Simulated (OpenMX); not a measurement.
Crystal: TiB2.

```
Ti B
1.0
     3.02920    0.00000    0.00000
    -1.51460    2.62336    0.00000
     0.00000    0.00000    3.22840
Ti B
1 2
Direct
  0.00000 0.00000 0.00000
  0.66667 0.33333 0.50000
  0.33333 0.66667 0.50000
```

Base run:

```yaml
Program: OpenMX 3.8.5
Functional: LDA
Potentials_or_basis: OpenMX 2013 LDA set, Ti7.0-s3p2d2, B7.0-s2p2d1, grid cutoff 400 Ry
k_mesh: 11 × 11 × 9
Occupations: fermi-dirac, width 0.05 eV
Spin: no spin polarisation
```

Its results: pressure -11.2 GPa.

Q: The run is repeated on the same cell with these changes: functional from LDA to PBE; potentials or basis from OpenMX 2013 LDA set, Ti7.0-s3p2d2, B7.0-s2p2d1, grid cutoff 400 Ry to OpenMX 2013 PBE set, Ti7.0-s3p2d2, B7.0-s2p2d1, grid cutoff 400 Ry. What comes out?

A: Pressure 0.1 GPa.

Caveats: the basis of atomic orbitals isn't converged, which shifts pressures, moduli and gaps.

Not every run made on this cell is shown here.
